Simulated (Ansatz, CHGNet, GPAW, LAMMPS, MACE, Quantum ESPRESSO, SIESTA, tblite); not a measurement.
**Codes compared on glassy 68SiO2-14MgO-11ZnO-7BaO (mol %) (75 atoms)**

Wanted: errors and costs of other methods on glassy 68SiO2-14MgO-11ZnO-7BaO (mol %) (75 atoms). A plane-wave run serves as the reference.

Method: Kohn-Sham DFT, PBE, SSSP efficiency 1.3.0 pseudopotentials, plane waves, in Quantum ESPRESSO 7.5.

### Step 1. Set-up

The cell holds 75 atoms: 19 Si, 4 Mg, 3 Zn, 2 Ba and 47 O. Its edges and angles: a = 10.675 Å, b = 10.675 Å, c = 10.675 Å, α = 90.0°, β = 90.0°, γ = 90.0°. 75 atoms (19 Si, 4 Mg, 3 Zn, 2 Ba, 47 O) placed at random at 2.53 g/cm³, melted at 4000 K for 10 ps at fixed volume with the Morse and Coulomb pair potential with partial charges (Pedone, Malavasi, Menziani, Cormack and Segre, J. Phys. Chem. B 110, 11780 (2006)). Quenched from 4000 K to 300 K at 25 K/ps and fixed volume, held 5 ps, then minimised at fixed cell.

### Step 2. The reference run

pw.in

```
&control
  calculation = 'scf'
  pseudo_dir = './pseudo'
  outdir = './tmp'
  disk_io = 'none'
  tprnfor = .true.
  tstress = .true.
/
&system
  ibrav = 0
  nat = 75
  ntyp = 5
  ecutwfc = 60
  ecutrho = 480
  nosym = .true.
  occupations = 'smearing'
  smearing = 'fd'
  degauss = 0.003675
/
&electrons
  conv_thr = 3.8e-07
  electron_maxstep = 100
  mixing_beta = 0.4
  mixing_mode = 'plain'
  diagonalization = 'david'
/
ATOMIC_SPECIES
Si 28.085 Si.upf
Mg 24.305 Mg.upf
Zn 65.380 Zn.upf
Ba 137.327 Ba.upf
O 15.999 O.upf
CELL_PARAMETERS angstrom
10.67530 0.00000 0.00000
0.00000 10.67530 0.00000
0.00000 0.00000 10.67530
ATOMIC_POSITIONS crystal
Si 0.33380 0.89179 0.39710
Si 0.35101 0.39243 0.12862
Si 0.83909 0.30050 0.01938
Si 0.88301 0.56968 0.89116
Si 0.74645 0.18569 0.55531
Si 0.22956 0.92574 0.82540
Si 0.11094 0.99150 0.55964
Si 0.82333 0.90298 0.54356
Si 0.33523 0.58770 0.34966
Si 0.88730 0.77246 0.11012
Si 0.68416 0.71366 0.71993
Si 0.61440 0.88078 0.16931
[... 59 atom lines left out ...]
O 0.74342 0.21264 0.94517
O 0.40398 0.42097 0.98766
O 0.86314 0.42764 0.93787
O 0.35361 0.98165 0.27877
K_POINTS gamma
```

The run is started by

```bash
$ OMP_NUM_THREADS=1 mpirun -np 4 pw.x -in pw.in > output.txt
```

The program printed:

```text
Program PWSCF
     gamma-point specific algorithms are used
     one sub-group per band group will be used
     scalapack distributed-memory algorithm (size of sub-group:  2*  2 procs)
     Parallelization info
     sticks:   dense  smooth     PW     G-vecs:    dense   smooth      PW
     Min        3890    1945    483               364478   128951   16091
     Max        3894    1948    486               364479   128954   16094
     Sum       15565    7785   1941              1457913   515811   64373
     bravais-lattice index     =            0
     lattice parameter (alat)  =      20.1734  a.u.
     unit-cell volume          =    8209.8811 (a.u.)^3
     number of atoms/cell      =           75
     number of atomic types    =            5
     number of electrons       =       446.00
[... lines left out ...]
     scf convergence threshold =      3.8E-07
[... lines left out ...]
     number of k points=     1  Fermi-Dirac smearing, width (Ry)=  0.0037
[... lines left out ...]
     total energy              =   -4569.16043224 Ry
[... lines left out ...]
     total energy              =   -4574.07906398 Ry
[... lines left out ...]
     total energy              =   -4574.13366901 Ry
[... lines left out ...]
     total energy              =   -4574.17201169 Ry
[... lines left out ...]
     total energy              =   -4574.17201207 Ry
[... lines left out ...]
   -75.8074 -75.4387 -75.2132 -75.1763 -24.5316 -24.4127 -18.2756 -17.6847
   -17.5967 -17.5391 -17.3753 -17.2044 -17.1567 -17.0132 -16.9399 -16.8616
   -16.7369 -16.6680 -16.6295 -16.6187 -16.3747 -16.2943 -16.2769 -16.1639
[...]
9.4664   9.6686   9.7451   9.8134   9.8603   9.9251  10.0481  10.0712
    10.2044  10.2441  10.3067  10.3617  10.4324  10.4455  10.5432  10.6286
    10.6628  10.6970  10.7454  10.8119
     the Fermi energy is     4.2606 ev
!    total energy              =   -4574.17201208 Ry
     estimated scf accuracy    <       0.00000035 Ry
     smearing contrib. (-TS)   =      -0.00000000 Ry
     internal energy E=F+TS    =   -4574.17201208 Ry
     The total energy is F=E-TS. E is the sum of the following terms:
     one-electron contribution =   -3026.26014756 Ry
     hartree contribution      =    1713.90516342 Ry
     xc contribution           =    -649.04730395 Ry
     ewald contribution        =   -1291.34813657 Ry
     one-center paw contrib.   =   -1321.42158741 Ry
     convergence has been achieved in  15 iterations
     Forces acting on atoms (cartesian axes, Ry/au):
     atom    1 type  1   force =    -0.00000277    0.02327050    0.03725598
     atom    2 type  1   force =    -0.02972089    0.00260163   -0.02492893
     atom    3 type  1   force =     0.02445257    0.00871952   -0.02366008
[...]
atom   74 type  5   force =     0.00114452   -0.00149041   -0.02748833
     atom   75 type  5   force =    -0.02784591    0.01253218   -0.07925085
     Total force =     0.494957     Total SCF correction =     0.000445
     Computing stress (Cartesian axis) and pressure
          total   stress  (Ry/bohr**3)                   (kbar)     P=        5.22
   0.00010403   0.00005693   0.00000969           15.30        8.38        1.43
   0.00005693  -0.00014789  -0.00003916            8.38      -21.76       -5.76
   0.00000969  -0.00003916   0.00015024            1.43       -5.76       22.10
     Message from routine punch:
     Nothing written, as per user request (disk_io='none')
```

It took 3.7 min on 4 MPI ranks of Arm Neoverse V1, shared host; peak memory 3.8 GiB; 15 min of CPU time.

Banners, paths, timers and routine set-up lines are dropped from the logs unmarked, and long logs keep their key lines alone; longer cuts are marked.

Numbers from this run:

- r.m.s. force component: 0.8484 eV/Å
- longest force: 2.977 eV/Å
- pressure: 0.5213 GPa
- gap (highest filled to lowest empty level): 2.283 eV

### Step 3. Structure statistics

Pair distribution functions g(r), in bins of 0.2 Å:

| r (Å) | total | O-O | O-Si | O-Mg | O-Zn | O-Ba | Si-Si |
| --- | --- | --- | --- | --- | --- | --- | --- |
| 1.50 | 1.11 | 0.00 | 3.50 | 0.00 | 0.00 | 0.00 | 0.00 |
| 1.70 | 3.87 | 0.00 | 12.16 | 0.00 | 0.00 | 0.00 | 0.00 |
| 1.90 | 0.45 | 0.00 | 0.00 | 2.64 | 5.51 | 0.00 | 0.00 |
| 2.10 | 0.56 | 0.00 | 0.00 | 5.96 | 3.23 | 0.00 | 0.00 |
| 2.30 | 0.00 | 0.00 | 0.00 | 0.00 | 0.00 | 0.00 | 0.00 |
| 2.50 | 0.81 | 2.06 | 0.00 | 0.00 | 0.00 | 0.00 | 0.00 |
| 2.70 | 2.07 | 4.95 | 0.00 | 0.73 | 0.50 | 0.67 | 0.00 |
| 2.90 | 0.36 | 0.43 | 0.00 | 0.00 | 0.00 | 3.12 | 0.00 |
| 3.10 | 0.71 | 0.45 | 0.06 | 0.26 | 0.00 | 3.23 | 5.48 |
| 3.30 | 0.74 | 0.59 | 0.15 | 0.93 | 0.00 | 1.39 | 2.31 |
| 3.50 | 0.71 | 0.32 | 0.96 | 1.04 | 0.57 | 0.84 | 0.00 |
| 3.70 | 0.79 | 0.73 | 0.99 | 0.55 | 1.02 | 0.00 | 0.00 |
| 3.90 | 1.10 | 0.61 | 1.67 | 0.83 | 1.57 | 1.66 | 0.35 |
| 4.10 | 1.27 | 0.83 | 2.38 | 1.22 | 0.82 | 0.60 | 0.31 |
| 4.30 | 1.03 | 0.93 | 1.32 | 1.51 | 1.69 | 0.81 | 0.14 |
| 4.50 | 1.03 | 0.89 | 0.83 | 2.53 | 2.38 | 0.26 | 0.92 |
| 4.70 | 1.01 | 1.11 | 0.76 | 1.05 | 1.55 | 1.65 | 0.97 |
| 4.90 | 0.94 | 1.25 | 0.70 | 0.53 | 0.43 | 1.29 | 0.90 |
| 5.10 | 1.27 | 1.64 | 0.94 | 0.99 | 0.79 | 1.18 | 1.33 |

### Step 4. The other programs

The programs:
- CHGNet: machine-learned potential, published weights.
- GPAW 26.7.0: PAW with atomic orbitals (LCAO), plane waves or a real-space grid of spacing h.
- MACE: machine-learned potential, published weights.
- SIESTA 5.4.2: numerical atomic orbitals, whose automatically made sets are far from complete, with PseudoDojo norm-conserving potentials that we converted to its format (checked against plane waves on the same files for H, C, O, Si, Ge and Ca alone); labels give functional, basis size, energy shift and mesh cutoff.
- tblite 0.8.0: extended tight binding, driven from Python.

All use the same cell and atoms; the electronic-structure runs use the same k-mesh, and an electronic temperature of 580 K (0.05 eV) where levels are smeared.

Differences are against the plane-wave reference, forces as r.m.s. over components; share is that over the reference's r.m.s. force, slope the least-squares factor from reference forces to these. Total energies of different programs have different zeros and aren't compared.

| run | Δ force, r.m.s. (meV/Å) | share (%) | slope | Δ pressure (GPa) | Δ gap (eV) | cores | CPU time | memory (GiB) |
| --- | --- | --- | --- | --- | --- | --- | --- | --- |
| reference | - | - | - | - | - | 4 | 15 min | 3.8 |
| CHGNet r2SCAN potential | 285 | 33.6 | 0.690 | -3.35 | - | 1 | 3.9 s | 0.89 |
| GPAW PBE, LCAO dzp, h 0.18 Å | 306 | 36.0 | 1.309 | - | -0.168 | 1 | 3 min | 1.6 |
| GPAW PBE, LCAO szp(dzp), h 0.18 Å (coarse) | 303 | 35.7 | 1.259 | - | -0.289 | 1 | 2.2 min | 1.5 |
| GPAW RPBE, LCAO dzp, h 0.18 Å | 347 | 40.9 | 1.321 | - | -0.056 | 1 | 3.1 min | 1.6 |
| MACE MP-0b2 small potential | 128 | 15.1 | 0.919 | 0.135 | - | 1 | 7.1 s | 0.66 |
| MACE MP-0b3 medium potential | 108 | 12.7 | 0.928 | 0.0504 | - | 1 | 8.9 s | 0.92 |
| SIESTA PBE, DZ, shift 0.01 Ry, mesh 500 Ry (coarse) | 909 | 107 | 1.805 | 9.24 | -0.467 | 1 | 1.9 min | 0.93 |
| SIESTA PBE, DZP, shift 0.002 Ry, mesh 500 Ry | 209 | 24.6 | 1.187 | 2.33 | -0.313 | 2 | 8.6 min | 2.6 |
| SIESTA PBE, DZP, shift 0.01 Ry, mesh 500 Ry | 234 | 27.6 | 1.199 | 1.57 | -0.310 | 2 | 4.2 min | 1.8 |
| SIESTA PBE, SZ, shift 0.02 Ry, mesh 500 Ry (coarse) | 863 | 102 | 1.738 | 6.34 | -1.42 | 1 | 84 s | 0.72 |
| SIESTA PBE, SZP, shift 0.01 Ry, mesh 500 Ry (coarse) | 432 | 51.0 | 1.329 | 5.07 | -0.270 | 2 | 3.5 min | 1.7 |
| SIESTA PBE, TZP, shift 0.01 Ry, mesh 500 Ry | 180 | 21.3 | 1.141 | 0.327 | -0.295 | 2 | 5.5 min | 2.1 |
| tblite GFN1-xTB | 508 | 59.9 | 0.922 | -2.93 | - | 1 | 4.3 s | 0.11 |

Rows marked coarse were listed beforehand as settings not expected to be converged; some can still land near the reference.

Times of the machine-learned potentials are mostly Python's start and the loading of weights.

CPU time is summed over cores on a shared host, where runs went side by side, so it is rough. Symmetry, cutoffs, thresholds, outputs and thread counts weren't matched or tuned between programs; memory under MPI is the largest rank's times the ranks.

Mean charges by element (e), by run and scheme:

| run | scheme | Si | Mg | Zn | Ba | O |
| --- | --- | --- | --- | --- | --- | --- |
| SIESTA PBE, DZP, shift 0.002 Ry, mesh 500 Ry | Hirshfeld | +0.44 | +0.59 | +0.85 | +0.70 | -0.31 |
| SIESTA PBE, DZP, shift 0.01 Ry, mesh 500 Ry | Hirshfeld | +0.36 | +0.55 | +0.85 | +0.67 | -0.28 |
| SIESTA PBE, TZP, shift 0.01 Ry, mesh 500 Ry | Hirshfeld | +0.38 | +0.55 | +0.84 | +0.69 | -0.29 |
| tblite GFN1-xTB | Mulliken | +0.87 | +0.80 | +1.00 | +1.19 | -0.54 |

### Step 5. What came out

* reference r.m.s. force component: 0.848 eV/Å
* nearest in forces: MACE MP-0b3 medium potential, 13 %
* farthest in forces: SIESTA PBE, DZ, shift 0.01 Ry, mesh 500 Ry (coarse), 107 %
* cheapest electronic-structure run beside the reference: tblite GFN1-xTB, 4.3 s of CPU time

In words: The PBE runs in local orbitals, coarse settings apart, differ by 21 % (SIESTA PBE, TZP, shift 0.01 Ry, mesh 500 Ry) to 36 % (GPAW PBE, LCAO dzp, h 0.18 Å); basis, grid and potentials can all enter. Tight binding differs by 60 % (tblite GFN1-xTB); it is another model, with fitted parameters of its own, and the xTB methods hold dispersion. Machine-learned potentials differ by 13 % (MACE MP-0b3 medium potential) to 34 % (CHGNet r2SCAN potential); they were trained on other programs' data, some at another functional. Rows with another functional or a dispersion term differ by 41 % (GPAW RPBE, LCAO dzp, h 0.18 Å), which mixes the change of model with differences of basis and potentials. Runs with settings chosen to be coarse differ by 36 % (GPAW PBE, LCAO szp(dzp), h 0.18 Å) to 107 % (SIESTA PBE, DZ, shift 0.01 Ry, mesh 500 Ry), their programs' other errors included. Of the electronic-structure runs that take under half the reference's CPU time, SIESTA PBE, TZP, shift 0.01 Ry, mesh 500 Ry comes nearest, at 21 % in 5.5 min against 15 min. GPAW PBE, LCAO dzp, h 0.18 Å stiffens the forces by a factor of 1.31 while following their directions (correlation 0.990); the slopes of the 3 GPAW runs lie between 1.26 and 1.32; the difference isn't even, but is largest on one element. At the same functional, gaps differ from the reference's 2.28 eV by between -1.42 and -0.17 eV. In pressure, SIESTA PBE, DZ, shift 0.01 Ry, mesh 500 Ry misses by +9.2 GPa, at the same functional. Charges hang on model, scheme and program or settings: among these rows the mean for Ba runs from +0.67 to +1.19 e. In the reference: filled and empty levels are parted by 2.28 eV (on the run's k-points); a semilocal functional tends to put such gaps too low. In a disordered cell it changes from sample to sample, and tail or defect levels can set it. Periodic xTB results under one method name differ between programs and library versions. The potentials hold different valence shells: 446 electrons in the reference, 454 in GPAW and 478 in SIESTA; this bears on time and differences. The reference's pressure holds the uncorrected Pulay stress of its 60 Ry basis, so small pressure differences, and their order, may be the reference's own error. Machine-learned potentials mimic data converged in k, so the reference's own k-point error enters their differences. The quench rate of 25 K/ps is many orders above laboratory rates, so the cell is likely richer in defects and strain than a real sample. The network of bonds at the start is that of the classical potential that made the cell, and needn't be the one that DFT or experiment would give. The reference's stress is far from hydrostatic: its diagonal is 1.5, -2.2, 2.2 GPa, compression counted positive. The electronic-structure runs sample only Γ, in a cell whose shortest periodic width is 11 Å. Spin–orbit coupling is left out, which matters for the levels of the heavy elements.

[Also dropped from logs without a mark: logging warnings of Python, and SIESTA's first energy breakdown and zero terms.]

[Logs are printed without paths, hosts, clocks, repeated set-up lines and the standing remarks that a program may print on its own settings, such as how far it seeks lower states.]

[Hosts, paths, dates, database ids (printed as entryN), source tags and the programs' standing remarks are cut or masked in the printed files.]
